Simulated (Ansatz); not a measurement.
Clean, relaxed (111) surface of Al, space group Fm-3m (No. 225) (top face towards +c; atoms held fixed, by place in the list: 1, 2, 3, 4, 5, 6, 7, 8):

```xyz
16
Lattice="5.6324 0.0000 0.0000 -2.8162 4.8778 0.0000 0.0000 0.0000 23.8983" Properties=species:S:1:pos:R:3 pbc="T T T"
Al    1.4081    0.8130    8.5000
Al    0.0000    3.2519    8.5000
Al    4.2243    0.8130    8.5000
Al    2.8162    3.2519    8.5000
Al    2.8162    1.6259   10.7994
Al    1.4081    4.0649   10.7994
Al    0.0000    1.6259   10.7994
Al   -1.4081    4.0649   10.7994
Al   -1.4081    2.4389   13.0855
Al    0.0000    0.0000   13.0855
Al    1.4081    2.4389   13.0855
Al    2.8162    0.0000   13.0855
Al    0.0000    3.2519   15.4152
Al    1.4081    0.8130   15.4152
Al    2.8162    3.2519   15.4152
Al    4.2243    0.8130   15.4152
```

Theory: Ansatz, DFT PBE+D3(BJ), scalar-relativistic, plane waves, PAW. Settings: cutoff 420 eV, Γ-centred mesh 6×6×1 on the computed 16-atom cell, Gaussian smearing of 0.10 eV; no spin polarisation. The cell repeats along c with a dipole correction in the vacuum.

Au (atom) is adsorbed on the top face, one adsorbate per 27.5 Å², and relaxed from 3 starting sites (fractions of a and b). The adsorption energy is E(slab + adsorbate) − E(slab) − E(free adsorbate, spin-polarised where open-shell). Heights count from the highest slab atom after relaxation. Δφ is the top face's. Δp counts per cell along +c. Bonded neighbours lie within 1.25 times the sum of covalent radii (1.35 for H) and, on that scale, within 12 % of the closest. With the adsorbate the cell is lengthened along c to keep the vacuum.

| start | ends at | E_ads (eV) | height (Å) | shortest contact | Δφ (eV) | Δp (e·Å) |
| --- | --- | --- | --- | --- | --- | --- |
| top (Al) at (0.83, 0.17) | (0.83, 0.17), 1 bonded neighbour (Al) | -2.88 | 2.20 | Au–Al 2.36 Å | +0.58 | -0.091 |
| hollow (Al-Al-Al) at (0.67, 0.83) | (0.67, 0.83), 3 bonded neighbours (Al) | -3.64 | 1.87 | Au–Al 2.52 Å | +0.21 | -0.033 |
| bridge (Al-Al) at (0.58, 0.67) | (0.67, 0.83), 3 bonded neighbours (Al) | -3.64 | 1.87 | Au–Al 2.52 Å | +0.21 | -0.033 |

Among the sites tried, the lowest end comes from the hollow (Al-Al-Al) at (0.67, 0.83) start; the bridge (Al-Al) at (0.58, 0.67) start ended within 0.02 eV of it, though not always at the same place; other sites may lie lower.

Each end is the local minimum or symmetric point that its start leads to. The slab is only 6.9 Å thick, so the energies aren't converged with thickness.

The adsorbed runs have no spin polarisation, so weakly bound open-shell ends lie too high.